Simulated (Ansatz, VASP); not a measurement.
# Cross-check of CoO between VASP and Ansatz

Wanted: the spread between two codes on one cell, functional and k mesh. The cell is taken from a series of runs on this material, whose earlier steps may have relaxed, scaled, displaced or heated it; both programs get it as it stands.

Main program and level: Ansatz 0.2.0; plane waves, with VASP 6.6.1 beside it; PBE, DFT+U and PBE.

## Step 1: The starting structure

The structure is trigonal, space group R-3m (No. 166). Conventional cell: a = 3.011 Å, b = 3.011 Å, c = 7.320 Å, α = 90.00°, β = 90.00°, γ = 120.00°. Co has 6 O at 2.12 Å nearest. O has 6 Co at 2.12 Å nearest. Farther neighbours and most contacts between anions are not listed.

## Step 2: Ansatz: single point, PBE, DFT+U, pair 1

Ansatz runs on its default PAW (the set named soft_2) files.

A single point takes one fixed geometry, so differences don't come from the geometry; what else differs is listed under the comparison.

Input file input.yaml:

```yaml
crystal:
  lattice:
    - [-3.01093909, 0.0, 0.0]
    - [0.0, -3.476732988, -2.439926906]
    - [1.505469545, -0.869183247, 4.879853812]
  atoms:
    - { symbol: Co, position: [0.666666667, 0.666666667, 0.333333333], spin: 3.0 }
    - { symbol: Co, position: [0.0, 0.0, 0.0], spin: 3.0 }
    - { symbol: Co, position: [0.333333333, 0.333333333, 0.666666667], spin: -3.0 }
    - { symbol: O, position: [0.0, 0.5, 0.0] }
    - { symbol: O, position: [0.333333333, 0.833333333, 0.666666667] }
    - { symbol: O, position: [0.666666667, 0.166666667, 0.333333333] }
magnetization:
  spin_polarized: true
kpoints:
  mp_grid: { grid: [9, 7, 9] }
hamiltonian:
  xc: pbe
  hubbard:
    sites:
      - { species: Co, l: d, u_eff: 3.5 }
      - { site: 0, l: d, u_eff: 3.5, starting_ns: [{ spin: up, occupation_matrix: co1_major }, { spin: down, occupation_matrix: co1_minor }] }
      - { site: 1, l: d, u_eff: 3.5, starting_ns: [{ spin: up, occupation_matrix: co1_major }, { spin: down, occupation_matrix: co1_minor }] }
      - { site: 2, l: d, u_eff: 3.5, starting_ns: [{ spin: up, occupation_matrix: co1_minor }, { spin: down, occupation_matrix: co1_major }] }
    projectors: ortho-atomic
    occupation_matrices:
      co1_major:
        matrix:
          - [0.998, 0.0, 0.0, 0.0, 0.0]
          - [0.0, 0.997, 0.0, 0.0, -0.001]
          - [0.0, 0.0, 0.997, -0.001, 0.0]
          - [0.0, 0.0, -0.001, 0.998, 0.0]
          - [0.0, -0.001, 0.0, 0.0, 0.998]
      co1_minor:
        matrix:
          - [0.851, 0.0, 0.296, -0.141, 0.0]
          - [0.0, 0.28, 0.0, 0.0, -0.315]
          - [0.296, 0.0, 0.223, -0.01, 0.0]
          - [-0.141, 0.0, -0.01, 0.109, 0.0]
          - [0.0, -0.315, 0.0, 0.0, 0.849]
scf:
  occupations: { method: fermi_dirac, width: 0.05 }
output:
  eigenvalues: true
```

Command:

```console
> ansatz run input.yaml --threads 4 --pin off --max-ram 8192MiB --backend cpu --events-out ev --progress --plain --runs-dir out
```

Numbers of over 12 decimals in the logs are rounded to 6 here.

The program printed:

```text
Engine: ansatz 0.2.0, aarch64-unknown-linux-gnu
Pseudopotentials: kind: paw
Pseudopotential: Co, paw, valence charge 17, recommended cutoff 420 eV (normal), Co.paw.azcp
Pseudopotential: O, paw, valence charge 6, recommended cutoff 420 eV (normal), O.paw.azcp
Functional definition: PBE
  parameter kappa = 0.804
  parameter beta = 0.066725
  exchange = pbe_x(kappa = kappa, mu = beta*pi^2/3)
  correlation = pbe_c(beta = beta)
Crystal: 6 atoms, lattice volume = 57.469 Å³
Basis set: ecut = 420 eV, 1103 PW (Γ)
Bands: 47, of which v1, the nominal top of the filled ones, is band 35 counted from 1 (34 counted from 0)
Symmetry: 4 space group operations
Space group: C2/m (ITA 12), of the structure as read, at distance tolerance 3.9e-5 Å
Magnetic group: BNS 12.58 (UNI 65), of the structure as read, at distance tolerance 3.9e-5 Å
k-points: 160 of 567
Non-local potential: Co, projectors of the file, l = 0: 3, l = 1: 2, l = 2: 3, l = 3: 1
Non-local potential: O, projectors of the file, l = 0: 2, l = 1: 2, l = 2: 1
PAW form: soft (Blöchl's): semilocal exchange-correlation on the pseudo side does not see the compensation charge
PAW one-centre angular grid: Co, 590 points (default); XC on 64 Gauss nodes
PAW one-centre angular grid: O, 110 points (default); XC on 64 Gauss nodes
Initial density: superposition of atomic densities (chi_scale 0.1, normalization cell, long waves kept (reshape's long-wave potential 0.00 eV rms))
Starting moments: Σ|m| = 9 μB on 3 of 6 sites
Initial wavefunctions: pseudopotential atomic-orbital guess
Functional: x = pbe(κ = 0.804, μ = 0.219515), c = pbe(β = 0.066725)
SCF iter   1: F=—  HF=-17076.346140 eV  |F-HF|=—  |Δ(HF+E_count)|=         —  Δρ=1.74e-1 (↑1.38e-1 ↓1.74e-1)  dr2=3.31e1  dr2_m=2.61e0  M=2.520 μB ∫|m|=6.642 μB  β_m=0.30  ethr=3.10e-3  ⟨swp⟩=5.3  Hψ=49699  notcnv=0  defer=13
preconditioner: auto → Kerker (q_TF=auto, 2.813 Å⁻¹)  [metal: Δε(μ)=0.002 eV  Ē_g=12.875 eV  σ=0.050 eV  W_gap=0.01  n_scr=20 (ndim 8)  ℏωp=32.9 eV  f_vac=0.000  D(μ)=4.72/eV (n_scr^D=58)]
spin=Collinear: Kerker preconditioning applied to the charge; magnetization (m = ρ↑ − ρ↓) channel mixes plain (no charge-response kernel on spin).
SCF iter   2: F=—  HF=-17072.953770 eV  |F-HF|=—  |Δ(HF+E_count)|=    3.39e0  Δρ=6.51e-2 (↑5.30e-2 ↓6.51e-2)  dr2=1.31e0  dr2_m=9.02e-1  M=3.000 μB ∫|m|=8.288 μB  β_m=1.00  ethr=3.10e-3  ⟨swp⟩=3.0  Hψ=33444  notcnv=0  defer=1304
preconditioner: auto → Resta (q_TF=auto, 2.813 Å⁻¹)  ε∞=7.6  [insulator: Δε(μ)=1.343 eV  Ē_g=12.811 eV  σ=0.050 eV  W_gap=1.00  n_scr=20 (ndim 8)  ℏωp=32.9 eV  f_vac=0.000  D(μ)=0.00/eV (n_scr^D=0)  ε∞_Penn≈7.6]
spin=Collinear: Resta preconditioning applied to the charge; magnetization (m = ρ↑ − ρ↓) channel mixes plain (no charge-response kernel on spin).
SCF iter   3: F=—  HF=-17073.351948 eV  |F-HF|=—  |Δ(HF+E_count)|=   3.98e-1  Δρ=3.12e-2 (↑3.12e-2 ↓3.03e-2)  dr2=6.51e-1  dr2_m=7.76e-3  M=3.000 μB ∫|m|=8.363 μB  β_m=1.00  ethr=1.90e-3  ⟨swp⟩=2.5  Hψ=25152  notcnv=0  defer=1594
SCF iter   4: F=—  HF=-17073.699525 eV  |F-HF|=—  |Δ(HF+E_count)|=   3.48e-1  Δρ=8.22e-3 (↑7.87e-3 ↓8.22e-3)  dr2=4.66e-2  dr2_m=4.20e-3  M=3.000 μB ∫|m|=8.391 μB  β_m=0.30  ethr=9.44e-4  ⟨swp⟩=2.3  Hψ=23336  notcnv=0  defer=1614
Mixer restart at iter 4: flushing history
spin-set hold released at iteration 4 (site moments contracting): the magnetisation degrees of freedom join the quasi-Newton model from the next iteration; the mixer history was flushed
SCF iter   5: F=—  HF=-17073.890007 eV  |F-HF|=—  |Δ(HF+E_count)|=   1.90e-1  Δρ=6.44e-3 (↑5.97e-3 ↓6.44e-3)  dr2=2.34e-2  dr2_m=3.26e-3  M=3.000 μB ∫|m|=8.415 μB  β_m=0.65  ethr=6.75e-5  ⟨swp⟩=2.7  Hψ=27372  notcnv=0  defer=1734
SCF iter   6: F=—  HF=-17074.104003 eV  |F-HF|=—  |Δ(HF+E_count)|=   2.14e-1  Δρ=4.78e-3 (↑4.57e-3 ↓4.78e-3)  dr2=2.52e-2  dr2_m=3.22e-4  M=3.000 μB ∫|m|=8.416 μB  β_m=0.57  ethr=3.38e-5  ⟨swp⟩=2.0  Hψ=26921  notcnv=0  defer=1767
SCF iter   7: F=—  HF=-17074.097728 eV  |F-HF|=—  |Δ(HF+E_count)|=   6.28e-3  Δρ=8.88e-4 (↑8.66e-4 ↓8.88e-4)  dr2=1.03e-3  dr2_m=5.67e-5  M=3.000 μB ∫|m|=8.435 μB  β_m=0.64  ethr=3.38e-5  ⟨swp⟩=2.0  Hψ=24863  notcnv=0  defer=1792
SCF iter   8: F=—  HF=-17074.097981 eV  |F-HF|=—  |Δ(HF+E_count)|=   2.53e-4  Δρ=4.50e-4 (↑3.75e-4 ↓4.50e-4)  dr2=1.43e-4  dr2_m=1.83e-5  M=3.000 μB ∫|m|=8.432 μB  β_m=0.79  ethr=1.49e-6  ⟨swp⟩=2.1  Hψ=20114  notcnv=0  defer=1792
SCF iter   9: F=—  HF=-17074.098154 eV  |F-HF|=—  |Δ(HF+E_count)|=   1.73e-4  Δρ=2.42e-4 (↑1.84e-4 ↓2.42e-4)  dr2=4.02e-5  dr2_m=6.43e-6  M=3.000 μB ∫|m|=8.431 μB  β_m=0.89  ethr=2.08e-7  ⟨swp⟩=2.0  Hψ=20725  notcnv=0  defer=1792
SCF iter  10: F=—  HF=-17074.098184 eV  |F-HF|=—  |Δ(HF+E_count)|=   2.93e-5  Δρ=1.22e-4 (↑9.71e-5 ↓1.22e-4)  dr2=1.10e-5  dr2_m=7.45e-7  M=3.000 μB ∫|m|=8.432 μB  β_m=0.95  ethr=5.82e-8  ⟨swp⟩=2.2  Hψ=23207  notcnv=0  defer=1792
SCF iter  11: F=—  HF=-17074.098186 eV  |F-HF|=—  |Δ(HF+E_count)|=   2.32e-6  Δρ=8.85e-5 (↑8.85e-5 ↓7.76e-5)  dr2=7.20e-6  dr2_m=3.00e-7  M=3.000 μB ∫|m|=8.432 μB  β_m=0.88  ethr=1.60e-8  ⟨swp⟩=2.0  Hψ=24327  notcnv=0  defer=1792
SCF iter  12: F=—  HF=-17074.098185 eV  |F-HF|=—  |Δ(HF+E_count)|=   1.06e-6  Δρ=2.51e-5 (↑1.99e-5 ↓2.51e-5)  dr2=4.18e-7  dr2_m=7.20e-8  M=3.000 μB ∫|m|=8.432 μB  β_m=0.94  ethr=1.04e-8  ⟨swp⟩=2.0  Hψ=24095  notcnv=0  defer=1792
SCF iter  13: F=—  HF=-17074.098185 eV  |F-HF|=—  |Δ(HF+E_count)|=   4.90e-7  Δρ=1.69e-5 (↑1.24e-5 ↓1.69e-5)  dr2=2.02e-7  dr2_m=2.81e-8  M=3.000 μB ∫|m|=8.432 μB  β_m=0.97  ethr=1.45e-10  ⟨swp⟩=8.9  Hψ=61761  notcnv=0
SCF iter  14: F=—  HF=-17074.098186 eV  |F-HF|=—  |Δ(HF+E_count)|=   2.89e-7  Δρ=1.59e-5 (↑1.30e-5 ↓1.59e-5)  dr2=2.40e-7  dr2_m=2.01e-8  M=3.000 μB ∫|m|=8.432 μB  β_m=0.98  ethr=1.45e-10  ⟨swp⟩=3.9  Hψ=35719  notcnv=0
SCF iter  15: F=—  HF=-17074.098186 eV  |F-HF|=—  |Δ(HF+E_count)|=   3.12e-7  Δρ=1.17e-5 (↑9.92e-6 ↓1.17e-5)  dr2=1.06e-7  dr2_m=1.37e-8  M=3.000 μB ∫|m|=8.432 μB  β_m=0.99  ethr=2.93e-10  ⟨swp⟩=2.1  Hψ=21550  notcnv=0
SCF iter  16: F=-17074.098186 eV  HF=-17074.098186 eV  |F-HF|=2.15e-8  |Δ(HF+E_count)|=   3.00e-7  Δρ=7.65e-6 (↑7.30e-6 ↓7.65e-6)  dr2=2.77e-8  dr2_m=1.08e-8  M=3.000 μB ∫|m|=8.432 μB  ethr=1.45e-10  ⟨swp⟩=3.8  Hψ=40229  notcnv=0
SCF 1 converged in 16 iterations: F = -17074.098186 eV  dr2 = 2.77e-8
  greatest PAW one-centre occupation: 1.004 electrons in one spin orbital (limit 2), on the Co atom at site 1 (counted from 0), in its partial waves of l = 1
SCF converged after 16 iterations
Magnetization: 3.0000 μB (36.0000 up, 33.0000 down)
Absolute magnetization: 8.4289 μB (∫|ρ↑−ρ↓|, with the PAW one-centre terms)
Spin contamination: 2.9165 ħ² per cell (⟨S²⟩ above its minimum at these occupations)
Per-site moments (μB) at R_I (Å): [(2.571090, 0.876039), (2.571090, 0.876039), (-2.541730, 0.876039), (0.074627, 0.876039), (0.079740, 0.876039), (0.074627, 0.876039)]
Free energy (F): -17074.098186 eV
Harris-Foulkes:  -17074.098186 eV  (|F-HF|=2.15e-8)
Internal energy: -17074.098186 eV  (E = F + TS)
E sigma→0 (E₀):  -17074.098186 eV
Fermi energy:    14.384727 eV
--- Per-component energies (eV) ---
  E_band       = -940.794094
  E_kinetic    = 1853.386945
  E_local      = -10259.642665  (includes V_loc(G=0)·N_el)
  E_nonlocal   = 1544.720868
  E_hartree    = 4212.538912
  E_xc         = -686.904805
  E_vxc        = -882.700833  (∫ρ·V_xc dr)
  E_hubbard    = 1.772320  (on-site DFT+U / exact-exchange correction)
  E_vhub       = -34.870196  (the Hubbard potential's part of the band-sum identity)
  E_paw        = -5031.924469  (= ΣΔE_a)
  E_vpaw       = -1586.759631  (= ΣTr[D̂ρ^β])
  E_aug_tail   = 0.007535  (compensation charges beyond the density's cutoff)
  E_ewald      = -8708.052827
  E_smearing   = -0.000000  (= −TS)
  E_closure    = 0.000000  (closes the sum)
  Σ components = -17074.098186   (vs F -17074.098186, Δ=0.00e0)
--- Specified on-site occupations, and those of the state reported ---
  electrons in the specified blocks: 21.9000 specified, 21.9514 found
  site 2 (l=d) ↑: largest change of an orbital's occupation 0.0290; electrons 2.3120 specified, 2.3467 found; spectral distance 0.0261
  site 0 (l=d) ↓: largest change of an orbital's occupation 0.0155; electrons 2.3120 specified, 2.3301 found; spectral distance 0.0138
  site 1 (l=d) ↓: largest change of an orbital's occupation 0.0155; electrons 2.3120 specified, 2.3301 found; spectral distance 0.0138
  site 2 (l=d) ↓: largest change of an orbital's occupation 0.0043; electrons 4.9880 specified, 4.9772 found; spectral distance 0.0058
  site 0 (l=d) ↑: largest change of an orbital's occupation 0.0020; electrons 4.9880 specified, 4.9836 found; spectral distance 0.0027
  site 1 (l=d) ↑: largest change of an orbital's occupation 0.0020; electrons 4.9880 specified, 4.9836 found; spectral distance 0.0027
--- Band table (eV; the first three rows and the last of 320) ---
  k-point 0 ↑: bands = [... 31 lower, 11.3432, 11.3973, 11.6988, 11.8123, 12.8087, 15.2666, 15.6531, 16.1514, ... 8 higher]
  k-point 1 ↑: bands = [... 31 lower, 11.3861, 11.5887, 11.7484, 11.7908, 12.7754, 15.5612, 15.6521, 16.1459, ... 8 higher]
  k-point 2 ↑: bands = [... 31 lower, 11.4305, 11.6717, 11.8248, 11.8665, 12.8094, 15.6391, 16.0399, 16.3655, ... 8 higher]
  k-point 159 ↓: bands = [... 31 lower, 12.6011, 13.1142, 15.8212, 15.8958, 16.4953, 16.9495, 17.1422, 17.4213, ... 8 higher]
Occupation matrices written to <dir>
```

(Part 1 of 3 ends here.)

[Lines on the potential files, build, host, timing and source positions are cut from VASP's logs without a mark.]

[Logs are printed without paths, hosts, clocks, repeated set-up lines and the standing remarks that a program may print on its own settings, such as how far it seeks lower states.]

[Hosts, paths, dates, database ids (printed as entryN), source tags and the programs' standing remarks are cut or masked in the printed files.]
